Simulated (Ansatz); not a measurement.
This script drives Ansatz 0.2.0, Python API.

`transition.py`:
```python
import warnings

import ansatz as az
import numpy as np


def bcc(A, a):
    return az.Crystal.bcc(A, a=a)


def fcc(a_site, a):
    return (
        az.Lattice.fcc(a)
        .space_group(225)
        .atom(a_site, (0, 0, 0))
        .primitive()
    )


def compute(name, crystal, pressure=0.0):
    calc = (
        crystal.calculation()
        .functional('pbe')
        .basis(17 * az.Ha)
        .scf(max_iterations=85)
        .kpoints(spacing=0.27)
        .occupations('cold', width=0.1)
    )
    calc = calc.relax(force_tolerance=0.03, max_steps=30, cell=True, pressure=pressure)
    return calc.run(threads=1)


def volume_per_atom(outcome):
    return abs(np.linalg.det(outcome.lattice.cell_ang)) / len(outcome.lattice.sites)

warnings.simplefilter('ignore', az.DeckWarning)

phases = {}
phases['bcc'] = bcc('Nb', 3.33)
phases['fcc'] = fcc('Nb', 4.19)

pressures = [0, 15, 30, 45]
enthalpy, volume = {name: [] for name in phases}, {name: [] for name in phases}
for p in pressures:
    for name, crystal in phases.items():
        o = compute(name, crystal, pressure=p)
        volume[name].append(volume_per_atom(o))
        enthalpy[name].append(o.report['energy_sigma0_ev'] / len(o.lattice.sites) + p * volume[name][-1] / 160.21766)
gap = np.array(enthalpy['fcc']) - np.array(enthalpy['bcc'])
rows = [(p, va, vb, 1000 * d) for p, va, vb, d in zip(pressures, volume['bcc'], volume['fcc'], gap)]
print('| P (GPa) | V bcc (A^3/atom) | V fcc (A^3/atom) | H(fcc) - H(bcc) (meV/atom) |')
print('| --- | --- | --- | --- |')
for row in rows:
    print(f'| {row[0]:d} | {row[1]:.3f} | {row[2]:.3f} | {row[3]:+.1f} |')
crossings = [p0 - g0 * (p1 - p0) / (g1 - g0) for p0, p1, g0, g1 in zip(pressures, pressures[1:], gap, gap[1:]) if g0 * g1 < 0]
print('crossing near', [round(float(p), 1) for p in crossings], 'GPa') if crossings else print('no crossing in this range')
```

It is started by `python transition.py`. Estimate its wall time and peak memory on 1 thread of Arm Neoverse V1, with other jobs on the host.

It took about 31 s, with a peak of 0.36 GiB, for 8 runs of the engine.

```console
$ python transition.py
| P (GPa) | V bcc (A^3/atom) | V fcc (A^3/atom) | H(fcc) - H(bcc) (meV/atom) |
| --- | --- | --- | --- |
| 0 | 18.184 | 18.758 | +289.9 |
| 15 | 16.724 | 17.354 | +344.1 |
| 30 | 15.664 | 16.338 | +407.0 |
| 45 | 14.931 | 15.522 | +467.1 |
no crossing in this range
```

Reading the output:
- At a fixed pressure a relaxation lowers the enthalpy F + PV, while F alone can rise.
- For the metals among these phases the mesh is modest: differences between phases can be off by up to 40 meV an atom.
- Only these two structures are compared, at zero temperature and with their symmetry kept; either may be hypothetical, and another phase may be lower than both. Differences under about 40 meV an atom lie within the error of mesh and functional.
- The cells are prototypes set up for this calculation and needn't exist.

(Lines on the test bed's own set-up are left out of the output.)
